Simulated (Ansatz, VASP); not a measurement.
One calculation of Cs, two programs

File INCAR:

```
SYSTEM = Cs
PREC = Accurate
ENCUT = 520
EDIFF = 1E-6
ISMEAR = 0
SIGMA = 0.1
LREAL = .FALSE.
LASPH = .TRUE.
NELM = 80
ALGO = Fast
ISIF = 2
LWAVE = .FALSE.
LCHARG = .FALSE.
GGA = PS
NBANDS = 10
```

The input KPOINTS:

```
Automatic mesh
0
G
  10 10 10
  0 0 0
```

POSCAR

```
Cs
1.0
   -2.8798055574      2.8798055574      2.8798055574
    2.8798055574     -2.8798055574      2.8798055574
    2.8798055574      2.8798055574     -2.8798055574
Cs
1
Direct
    0.0000000000      0.0000000000      0.0000000000
```

Input for Ansatz:

```yaml
crystal:
  lattice:
    - [-2.8798055574, 2.8798055574, 2.8798055574]
    - [2.8798055574, -2.8798055574, 2.8798055574]
    - [2.8798055574, 2.8798055574, -2.8798055574]
  atoms:
    - { symbol: Cs, position: [0.0, 0.0, 0.0] }
basis:
  ecutwfc: 420
kpoints:
  mp_grid: { grid: [10, 10, 10] }
hamiltonian:
  xc: pbesol
scf:
  occupations: { method: gaussian, width: 0.1 }
output:
  forces: true
  stress: true
  eigenvalues: true
```

Alike in both runs: task single point; functional PBEsol; k mesh 10 × 10 × 10; occupations gaussian, width 0.1 eV; no spin polarisation.

|  | VASP | Ansatz |
| --- | --- | --- |
| version | VASP 6.6.1 | Ansatz 0.2.0 |
| potentials or method | VASP PAW PBE potentials, release 64 (Cs_sv) | scalar-relativistic, plane waves, PAW |
| plane-wave cutoff (eV) | 520 | 420 |
| valence electrons in the cell | 9 | 9 |

```csv
,VASP,Ansatz,Ansatz less VASP
gap on the k mesh at the Fermi level (eV),none,none,-
pressure (GPa),0.3,0.3,+0.02
```

A gap of «none» marks a metal or a gap that the smearing closes. The functional is the same, so the differences come from potentials, cutoffs and numerics.

Caveats: the PAW data sets were made with another functional, which shifts forces and pressure a little (VASP). Spin-orbit coupling is left out, which matters for the levels of Cs.
